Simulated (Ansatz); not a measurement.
## Relaxing random alloy of the monolayer 2H WS2-WSe2 line, x = 0 (75 atoms)

How does random alloy of the monolayer 2H WS2-WSe2 line, x = 0 (75 atoms) relax, and what do bonds, charges and levels look like afterwards?

Program: Ansatz 0.2.0. Level of theory: Kohn-Sham DFT, PBE, PAW (set soft_2), plane waves. Values are calculated unless marked as measured.

**1. Starting point**

The cell holds 75 atoms: 25 W and 50 S. Its edges and angles: a = 15.900 Å, b = 15.900 Å, c = 18.500 Å, α = 90.0°, β = 90.0°, γ = 120.0°. It derives from WS2 (monolayer 2H WS2-WSe2), repeated 5×5×1. Monolayer 2H WS2-WSe2: 75 atoms, 0 of 50 S sites given to Se at random, cell and internal coordinates interpolated linearly between the end members (Vegard's rule); not relaxed, displaced by a Gaussian of 0.02 Å. Lattice constants are starting values near those of PBE. Vacuum lies along c.

What the set-up can't give: The host structure and its lattice constant were typed by rule, without a check against the phase diagram. Only the Γ point is sampled in the main run, in a cell whose shortest periodic width is 14 Å. The levels lack spin–orbit coupling, which is large for the heavy elements here.

**2. Single point at the start**

The forces at the start show how far the geometry lies from a minimum of this functional.

Contents of input.yaml:

```yaml
crystal:
  lattice:
    - [15.9, 0.0, 0.0]
    - [-7.95, 13.7698, 0.0]
    - [0.0, 0.0, 18.5]
  atoms:
    - { symbol: W, position: [0.0016, 0.99911, 0.49943] }
    - { symbol: S, position: [0.13261, 0.06792, 0.58238] }
    - { symbol: S, position: [0.13498, 0.06556, 0.41548] }
    - { symbol: W, position: [0.00075, 0.20212, 0.49777] }
    - { symbol: S, position: [0.13265, 0.26611, 0.58609] }
    - { symbol: S, position: [0.13182, 0.26642, 0.41419] }
    - { symbol: W, position: [0.00048, 0.40085, 0.49881] }
    - { symbol: S, position: [0.13543, 0.46798, 0.58541] }
    - { symbol: S, position: [0.13397, 0.46567, 0.415] }
    - { symbol: W, position: [0.99863, 0.59961, 0.50057] }
    - { symbol: S, position: [0.13218, 0.66609, 0.58412] }
    - { symbol: S, position: [0.13178, 0.66569, 0.41512] }
    - { symbol: W, position: [0.99876, 0.80034, 0.50179] }
    - { symbol: S, position: [0.13413, 0.86639, 0.58391] }
    - { symbol: S, position: [0.13362, 0.86912, 0.41519] }
    - { symbol: W, position: [0.19934, 0.00028, 0.50227] }
    - { symbol: S, position: [0.33393, 0.06756, 0.58519] }
    - { symbol: S, position: [0.33206, 0.06501, 0.41476] }
    - { symbol: W, position: [0.20016, 0.20085, 0.50091] }
    - { symbol: S, position: [0.33471, 0.26708, 0.58582] }
    - { symbol: S, position: [0.33329, 0.26849, 0.41569] }
    - { symbol: W, position: [0.19998, 0.40071, 0.49992] }
    - { symbol: S, position: [0.33586, 0.46887, 0.58723] }
    - { symbol: S, position: [0.33053, 0.46457, 0.41459] }
    - { symbol: W, position: [0.20084, 0.60127, 0.50034] }
    - { symbol: S, position: [0.33057, 0.66622, 0.58576] }
    - { symbol: S, position: [0.33418, 0.66777, 0.41489] }
    - { symbol: W, position: [0.19988, 0.80027, 0.50044] }
    - { symbol: S, position: [0.33367, 0.86684, 0.58414] }
    - { symbol: S, position: [0.3339, 0.86684, 0.41636] }
    - { symbol: W, position: [0.40164, 0.00027, 0.49959] }
    - { symbol: S, position: [0.53284, 0.06728, 0.58495] }
    - { symbol: S, position: [0.53293, 0.06673, 0.41446] }
    - { symbol: W, position: [0.40055, 0.19935, 0.50132] }
    - { symbol: S, position: [0.53427, 0.26753, 0.58368] }
    - { symbol: S, position: [0.53408, 0.26774, 0.4141] }
    - { symbol: W, position: [0.39969, 0.40005, 0.49852] }
    - { symbol: S, position: [0.53434, 0.4679, 0.58394] }
    - { symbol: S, position: [0.53282, 0.46476, 0.41509] }
    - { symbol: W, position: [0.39878, 0.60163, 0.50044] }
    - { symbol: S, position: [0.53274, 0.66554, 0.58624] }
    - { symbol: S, position: [0.53446, 0.66397, 0.41647] }
    - { symbol: W, position: [0.40229, 0.80049, 0.4987] }
    - { symbol: S, position: [0.53429, 0.8664, 0.58421] }
    - { symbol: S, position: [0.53219, 0.86747, 0.41599] }
    - { symbol: W, position: [0.59959, 0.00076, 0.49876] }
    - { symbol: S, position: [0.73438, 0.06673, 0.58466] }
    - { symbol: S, position: [0.73384, 0.06793, 0.41595] }
    - { symbol: W, position: [0.60077, 0.2002, 0.50008] }
    - { symbol: S, position: [0.73428, 0.267, 0.5856] }
    - { symbol: S, position: [0.73118, 0.26313, 0.41626] }
    - { symbol: W, position: [0.60307, 0.40064, 0.49989] }
    - { symbol: S, position: [0.73308, 0.46649, 0.58488] }
    - { symbol: S, position: [0.73155, 0.46592, 0.41406] }
    - { symbol: W, position: [0.6001, 0.59957, 0.50054] }
    - { symbol: S, position: [0.73383, 0.6681, 0.5851] }
    - { symbol: S, position: [0.73471, 0.66391, 0.41444] }
    - { symbol: W, position: [0.60297, 0.80367, 0.49973] }
    - { symbol: S, position: [0.73322, 0.86634, 0.5863] }
    - { symbol: S, position: [0.73347, 0.86765, 0.41479] }
    - { symbol: W, position: [0.79863, 0.00046, 0.50054] }
    - { symbol: S, position: [0.93488, 0.06651, 0.5842] }
    - { symbol: S, position: [0.93422, 0.06702, 0.41544] }
    - { symbol: W, position: [0.80075, 0.20169, 0.5004] }
    - { symbol: S, position: [0.93654, 0.26828, 0.58558] }
    - { symbol: S, position: [0.93172, 0.26754, 0.41559] }
    - { symbol: W, position: [0.80178, 0.40152, 0.49957] }
    - { symbol: S, position: [0.93396, 0.46585, 0.58698] }
    - { symbol: S, position: [0.93038, 0.46411, 0.41335] }
    - { symbol: W, position: [0.79807, 0.59837, 0.50211] }
    - { symbol: S, position: [0.93195, 0.66472, 0.58607] }
    - { symbol: S, position: [0.9317, 0.66487, 0.41608] }
    - { symbol: W, position: [0.80047, 0.79937, 0.50152] }
    - { symbol: S, position: [0.93467, 0.86902, 0.58541] }
    - { symbol: S, position: [0.93537, 0.86683, 0.41382] }
kpoints:
  mp_grid: { grid: [1, 1, 1] }
hamiltonian:
  xc: pbe
scf:
  occupations: { method: fermi_dirac, width: 0.025 }
output:
  forces: true
```

The run is started by

```bash
> ansatz run input.yaml --threads 6 --pin off --max-ram 76800MiB --backend cuda --events-out ev --progress --plain --runs-dir out
```

Output:

```text
Engine: ansatz 0.2.0, x86_64-unknown-linux-gnu
Pseudopotentials: kind: paw
Pseudopotential: W, paw, valence charge 14, recommended cutoff 420 eV (normal), W.paw.azcp
Pseudopotential: S, paw, valence charge 6, recommended cutoff 420 eV (normal), S.paw.azcp
[... 5 lines on functional and potentials left out ...]
device memory: the entry about to start is reckoned to put 6.8 GiB on a device that reports 56.7 GiB free
GPU FFT provider: cuFFT
GPU libraries: cuBLAS 13.8.2, cuFFT 12.4.0, cuSOLVER 12.3.4
Crystal: 75 atoms, lattice volume = 4050.387 Å³
Basis set: ecut = 420 eV, 79165 PW (Γ), exchange–correlation on 216×216×250 points (8 copies of the dense FFT grid, shifted against one another)
Bands: 400, of which v1, the nominal top of the filled ones, is band 325 counted from 1 (324 counted from 0)
Symmetry: 1 space group operations
Space group: P1 (ITA 1), of the structure as read, at distance tolerance 1.6e-4 Å
k-points: 1
[... 5 lines on functional and potentials left out ...]
Initial density: superposition of atomic densities (neutral atoms: chi_scale 0, normalization atom), corrected by the library's trained network
Initial wavefunctions: pseudopotential atomic-orbital guess
GPU buffer pool allocated for 1458000 grid points (all kernels)
GPU transforms: local potential and band sums: pruned to the plane-wave sphere, on 108×108×125
Functional: x = pbe(κ = 0.804, μ = 0.219515), c = pbe(β = 0.066725)
SCF iter   1: F=—  HF=-304785.082460 eV  |F-HF|=—  |Δ(HF+E_count)|=         —  Δρ=3.23e-3  dr2=5.00e-1  ethr=1.77e-3  ⟨swp⟩=9.0  Hψ=1756  notcnv=0  defer=8
preconditioner: auto → Resta (q_TF=auto, 2.011 Å⁻¹)  ε∞=3.2  [insulator: Δε(μ)=2.094 eV  Ē_g=8.262 eV  σ=0.025 eV  W_gap=1.00  n_scr=538 (ndim 8)  ℏωp=12.4 eV  f_vac=0.638  D(μ)=0.00/eV (n_scr^D=0)  ε∞_Penn≈3.2  vacuum switching on, ρ_ref=5.0e-3 e/Å³]
SCF iter   2: F=—  HF=-304785.153777 eV  |F-HF|=—  |Δ(HF+E_count)|=   7.13e-2  Δρ=1.84e-3  dr2=1.35e-1  ethr=7.69e-5  ⟨swp⟩=4.0  Hψ=995  notcnv=0  defer=57
SCF iter   3: F=—  HF=-304785.184434 eV  |F-HF|=—  |Δ(HF+E_count)|=   3.07e-2  Δρ=1.07e-3  dr2=3.10e-2  ethr=2.08e-5  ⟨swp⟩=2.0  Hψ=535  notcnv=0  defer=34
automatic band count: iteration 3 solves 377 bands in place of 400: the levels show a gap, and the empty bands left out lie too high to hold charge; the band table lists the bands solved (type scf.n_extra_bands for more)
SCF iter   4: F=—  HF=-304785.218117 eV  |F-HF|=—  |Δ(HF+E_count)|=   3.37e-2  Δρ=5.55e-4  dr2=4.00e-2  ethr=4.76e-6  ⟨swp⟩=2.0  Hψ=536  notcnv=0  defer=34
SCF iter   5: F=—  HF=-304785.219900 eV  |F-HF|=—  |Δ(HF+E_count)|=   1.78e-3  Δρ=1.14e-4  dr2=8.89e-4  ethr=4.76e-6  ⟨swp⟩=2.0  Hψ=495  notcnv=0  defer=34
SCF iter   6: F=—  HF=-304785.214055 eV  |F-HF|=—  |Δ(HF+E_count)|=   5.85e-3  Δρ=5.61e-5  dr2=5.57e-4  ethr=1.37e-7  ⟨swp⟩=3.0  Hψ=580  notcnv=0  defer=34
SCF iter   7: F=—  HF=-304785.213970 eV  |F-HF|=—  |Δ(HF+E_count)|=   8.41e-5  Δρ=3.70e-5  dr2=1.69e-4  ethr=8.57e-8  ⟨swp⟩=2.0  Hψ=481  notcnv=0  defer=34
SCF iter   8: F=—  HF=-304785.213992 eV  |F-HF|=—  |Δ(HF+E_count)|=   2.19e-5  Δρ=1.34e-5  dr2=8.80e-6  ethr=2.60e-8  ⟨swp⟩=2.0  Hψ=498  notcnv=0  defer=34
SCF iter   9: F=—  HF=-304785.216867 eV  |F-HF|=—  |Δ(HF+E_count)|=   2.88e-3  Δρ=6.14e-6  dr2=4.14e-6  ethr=1.35e-9  ⟨swp⟩=2.0  Hψ=602  notcnv=0  defer=34
SCF iter  10: F=—  HF=-304785.216867 eV  |F-HF|=—  |Δ(HF+E_count)|=   1.27e-7  Δρ=3.09e-6  dr2=1.35e-6  ethr=6.37e-10  ⟨swp⟩=3.0  Hψ=518  notcnv=0  defer=34
SCF iter  11: F=—  HF=-304785.216867 eV  |F-HF|=—  |Δ(HF+E_count)|=   2.06e-7  Δρ=1.21e-6  dr2=1.20e-7  ethr=2.08e-10  ⟨swp⟩=3.0  Hψ=552  notcnv=0  defer=34
SCF iter  12: F=-304785.216867 eV  HF=-304785.216867 eV  |F-HF|=1.02e-7  |Δ(HF+E_count)|=   8.13e-8  Δρ=5.03e-7  dr2=6.08e-9  ethr=1.54e-11  ⟨swp⟩=4.0  Hψ=1130  notcnv=0
SCF 1 converged in 12 iterations: F = -304785.216867 eV  dr2 = 6.08e-9
  greatest PAW one-centre occupation: 1.000 electrons in one spin orbital (limit 2), on the W atom at site 39 (counted from 0), in its partial waves of l = 0
SCF converged after 12 iterations
Free energy (F): -304785.216867 eV
Harris-Foulkes:  -304785.216867 eV  (|F-HF|=1.02e-7)
Internal energy: -304785.216867 eV  (E = F + TS)
E sigma→0 (E₀):  -304785.216867 eV
Fermi energy:    0.808718 eV
--- Per-component energies (eV) ---
  E_band       = -11966.126718
  E_kinetic    = 16634.977305
  E_local      = -352343.051990  (includes V_loc(G=0)·N_el)
  E_nonlocal   = 1431.638141
  E_hartree    = 168024.381978
  E_xc         = -11544.284669
  E_vxc        = -10362.340817  (∫ρ·V_xc dr)
  E_paw        = -244077.010072  (= ΣΔE_a)
  E_vpaw       = -3376.102805  (= ΣTr[D̂ρ^β])
  E_aug_tail   = -0.001469  (compensation charges beyond the density's cutoff)
  E_ewald      = 117088.133908
  E_smearing   = -0.000000  (= −TS)
  E_closure    = 0.000000  (closes the sum)
  Σ components = -304785.216867   (vs F -304785.216867, Δ=0.00e0)
--- Forces (eV/Å), atoms counted from 1 ---
  atom   1  W     -0.75327970     0.20108152    -0.37657662
  atom   2  S      0.13927983    -0.04133411     1.18606009
  atom   3  S     -0.16645142     0.37049669    -0.10519846
  atom   4  W      0.08831771    -0.49989373     1.12448196
  atom   5  S     -0.09053509     0.21369754    -0.39651587
  atom   6  S      0.39264885     0.19118189     0.02349219
  atom   7  W     -0.03205346     0.11562327     0.74871656
  atom   8  S     -0.29610053    -0.09619381    -0.21012425
  atom   9  S     -0.18084963     0.38083849    -0.11256924
  atom  10  W      0.27723685    -0.55514754    -0.26567783
  atom  11  S      0.04070980     0.13375673     0.30271829
  atom  12  S      0.00423442     0.18754044     0.06244130
  atom  13  W      0.48680851    -0.31091535    -0.78341786
  atom  14  S     -0.22392338    -0.04557978     0.75599288
[...]
atom  74  S     -0.06119195    -0.26110359     0.28614432
  atom  75  S     -0.33071086    -0.24345997     0.41250412
  max |Σ_I F_I| component: 2.38e-6 eV/Å
```

It took 6.9 s on 1 × NVIDIA H100 80GB HBM3 with 6 threads of AMD EPYC 7R13 (Zen 3), shared host; peak memory 1.6 GiB; 5.7 s of CPU time.

That memory is the host's; the program planned up to 6.8 GiB on the GPU.

Read from the output:

- free energy: -304785.2169 eV
- free energy per atom: -4063.8029 eV/atom
- SCF cycles: 12
- r.m.s. force component: 0.4025 eV/Å
- longest force: 1.477 eV/Å
- Fermi energy: 0.8087 eV

The r.m.s. force component of 0.40 eV/Å sets the starting point.

Length of the force by element and coordination:

```csv
element,coordination,atoms,mean length of the force (eV/Å),spread,least,most
S,all,50,0.485,0.206,0.198,1.19
W,all,25,0.910,0.275,0.383,1.48
```

**3. Relaxation**

With the cell held, the atoms are moved downhill towards a nearby minimum.

Edit input.yaml of step 2 so:

```diff
@@ -15 +15,4 @@
   forces: true
+relax:
+  f_tol: 0.04
+  max_steps: 150
```

Output:

```text
[...]
GPU FFT provider: cuFFT
GPU libraries: cuBLAS 13.8.2, cuFFT 12.4.0, cuSOLVER 12.3.4
Crystal: 75 atoms, lattice volume = 4050.387 Å³
Basis set: ecut = 420 eV, 79165 PW (Γ), exchange–correlation on 216×216×250 points (8 copies of the dense FFT grid, shifted against one another)
Bands: 400, of which v1, the nominal top of the filled ones, is band 325 counted from 1 (324 counted from 0)
Symmetry: 1 space group operations
[...]
k-points: 1
[...]
GPU buffer pool allocated for 1458000 grid points (all kernels)
[...]
SCF iter   1: F=—  HF=-304785.082463 eV  |F-HF|=—  |Δ(HF+E_count)|=         —  Δρ=3.23e-3  dr2=5.00e-1  ethr=1.77e-3  ⟨swp⟩=9.0  Hψ=1756  notcnv=0  defer=8
[...]
SCF iter   8: F=-304785.216864 eV  HF=-304785.216868 eV  |F-HF|=3.95e-6  |Δ(HF+E_count)|=   1.34e-5  Δρ=9.93e-6  dr2=7.17e-6  ethr=6.15e-9  ⟨swp⟩=3.0  Hψ=1485  notcnv=0
SCF 1 converged in 8 iterations: F = -304785.216864 eV  dr2 = 7.17e-6
[...]
relax step   1: F+E_penalty+E_count = -304785.21686365 eV  Δ(F+E_penalty+E_count) = +0.000e0 eV  max|allowed force component| = 1.444e0 eV/Å  Δτ_max = 0.0000 Å  (8 SCF iters, dr2 threshold 4.00e-5 eV, accepted)
[...]
relax step   2: F+E_penalty+E_count = -304785.56503959 eV  Δ(F+E_penalty+E_count) = -3.482e-1 eV  max|allowed force component| = 8.069e-1 eV/Å  Δτ_max = 0.1136 Å  (7 SCF iters, dr2 threshold 1.00e-4 eV, accepted)
[...]
relax step   3: F+E_penalty+E_count = -304785.89672338 eV  Δ(F+E_penalty+E_count) = -3.317e-1 eV  max|allowed force component| = 1.024e-2 eV/Å  Δτ_max = 0.0597 Å  (6 SCF iters, dr2 threshold 4.07e-5 eV, accepted)
[...]
relax step   4: F+E_penalty+E_count = -304785.89674338 eV  Δ(F+E_penalty+E_count) = -2.000e-5 eV  max|allowed force component| = 1.037e-2 eV/Å  Δτ_max = 0.0000 Å  (6 SCF iters, accepted)
SCF converged after 6 iterations
Free energy (F): -304785.896743 eV
[...]
Internal energy: -304785.896743 eV  (E = F + TS)
E sigma→0 (E₀):  -304785.896743 eV
Fermi energy:    0.823144 eV
[...]
--- Forces (eV/Å), atoms counted from 1 ---
  atom   1  W     -0.00371032    -0.00174428     0.00018318
  atom   2  S      0.00051880     0.00365561     0.00554833
  atom   3  S      0.00141998     0.00100953     0.00117820
  atom   4  W     -0.00368372     0.00681839     0.00066581
  atom   5  S     -0.00247219     0.00203807     0.00228690
  atom   6  S      0.00140700     0.00322394    -0.00304549
  atom   7  W     -0.00504855     0.00500506     0.00187888
  atom   8  S     -0.00372888    -0.00159449     0.00170851
  atom   9  S     -0.00089315     0.00117266    -0.00093535
  atom  10  W     -0.00069389    -0.00547105    -0.00079539
  atom  11  S     -0.00532161    -0.00445483     0.00186239
  atom  12  S     -0.00605781    -0.00387786    -0.00013255
  atom  13  W      0.00107581    -0.01036703    -0.00008415
  atom  14  S     -0.00025682    -0.00525486     0.00310796
[...]
atom  74  S     -0.00026259    -0.00284772     0.00241463
  atom  75  S      0.00255076    -0.00360546     0.00022923
  max |Σ_I F_I| component: 7.27e-6 eV/Å
--- Relaxed structure (4 steps of the walk, 4 accepted, 0 SCFs on fresh bases) ---
  F+E_penalty+E_count = -304785.89674338 eV   max|allowed force component| = 1.037e-2 eV/Å
  atoms:
    - { symbol: W, position: [0.000178276, 1.000146, 0.500013] }
    - { symbol: S, position: [0.133471, 0.066748, 0.585077] }
    - { symbol: S, position: [0.133512, 0.066832, 0.414941] }
    - { symbol: W, position: [0.00012342, 0.200025, 0.500165] }
[...]
- { symbol: S, position: [0.933503, 0.866876, 0.414921] }
```

Elapsed: 10 s, on 1 × NVIDIA H100 80GB HBM3 with 6 threads; peak memory 1.6 GiB; 12 s of CPU time.

That memory is the host's; the program planned up to 6.8 GiB on the GPU.

Step by step:

```csv
step,energy less that of the first step (eV),largest force component (eV/Å)
1,0.0000,1.4439
2,-0.3482,0.8069
3,-0.6799,0.0102
4,-0.6799,0.0104
```

The atoms that moved most (Å):

```csv
atom,dx,dy,dz,length
S42,-0.039,0.039,-0.027,0.061
S57,-0.043,0.040,0.010,0.060
S2,0.023,-0.016,0.050,0.057
S69,0.028,0.036,0.033,0.057
W4,0.007,-0.029,0.044,0.053
S51,0.008,0.049,-0.019,0.053
S23,-0.021,-0.029,-0.038,0.053
W58,-0.017,-0.049,0.008,0.052
```

The relaxation changed the energy by -9.06 meV/atom, and atoms moved by 0.033 Å r.m.s., 0.061 Å at most.

**4. Distances and neighbours after relaxation**

Bonds before and after, by the cutoffs listed below:

```csv
pair,bonds before,bonds after,mean before (Å),mean after (Å),spread before (Å),spread after (Å)
S-W,150,150,2.418,2.418,0.026,0.000
```

Normalised to the volume that the atoms fill. Pair distribution functions g(r), in bins of 0.2 Å:

```csv
r (Å),total,S-S,S-W,W-W
2.40,4.07,0.00,9.15,0.00
2.60,0.00,0.00,0.00,0.00
2.80,0.00,0.00,0.00,0.00
3.00,0.00,0.00,0.00,0.00
3.20,3.97,6.25,0.00,10.70
3.40,0.00,0.00,0.00,0.00
3.60,0.00,0.00,0.00,0.00
3.80,0.00,0.00,0.00,0.00
4.00,1.51,0.00,3.41,0.00
4.20,0.00,0.00,0.00,0.00
4.40,1.20,2.69,0.00,0.00
4.60,0.00,0.00,0.00,0.00
4.80,0.00,0.00,0.00,0.00
5.00,0.00,0.00,0.00,0.00
5.20,1.82,0.00,4.10,0.00
5.40,0.00,0.00,0.00,0.00
5.60,1.18,1.76,0.00,3.53
5.80,0.00,0.00,0.00,0.00
6.00,0.00,0.00,0.00,0.00
6.20,0.00,0.00,0.00,0.00
6.40,1.48,2.67,0.00,2.65
6.60,0.00,0.00,0.00,0.00
6.80,1.03,0.00,2.31,0.00
7.00,0.48,1.07,0.00,0.00
7.20,0.00,0.00,0.00,0.00
7.40,0.00,0.00,0.00,0.00
7.60,0.42,0.00,0.95,0.00
7.80,0.00,0.00,0.00,0.00
```

Bonds by pair of elements; cutoffs follow the first minimum of g(r), held within bounds set by covalent radii, and pairs that aren't listed don't count as bonded:

```csv
pair A-B,cutoff (Å),bonds,mean length (Å),spread (Å),shortest (Å),B about A,A about B
S-W,3.12,150,2.42,0,2.42,3,6
```

How many atoms have how many bonded neighbours:

```csv
element,mean,3,6
S,3,50,0
W,6,0,25
```

Bond angles, per cent of each kind in bins of 5°:

```csv
angle (°),S-W-S,W-S-W
80–85,60.0,100.0
85–90,0.0,0.0
90–95,0.0,0.0
95–100,0.0,0.0
100–105,0.0,0.0
105–110,0.0,0.0
110–115,0.0,0.0
115–120,0.0,0.0
120–125,0.0,0.0
125–130,0.0,0.0
130–135,0.0,0.0
135–140,40.0,0.0
```

Bond angles (no mean is given where the spread exceeds 20°):

```csv
angle,count,mean (°),spread (°)
S-W-S,375,-,-
W-S-W,150,82.2,0
```

Counting bonds as in the table, all S atoms have 3 and all W atoms have 6 bonded neighbours.

(Continued in part 2 of 3.)

[Long decimals in the printed logs are rounded to 6 places.]

[Logs are printed without paths, hosts, clocks, repeated set-up lines and the standing remarks that a program may print on its own settings, such as how far it seeks lower states.]

[Hosts, paths, dates, database ids (printed as entryN), source tags and the programs' standing remarks are cut or masked in the printed files.]

[A walk said to have stopped at its limit may instead have ended on an SCF cycle that didn't converge.]
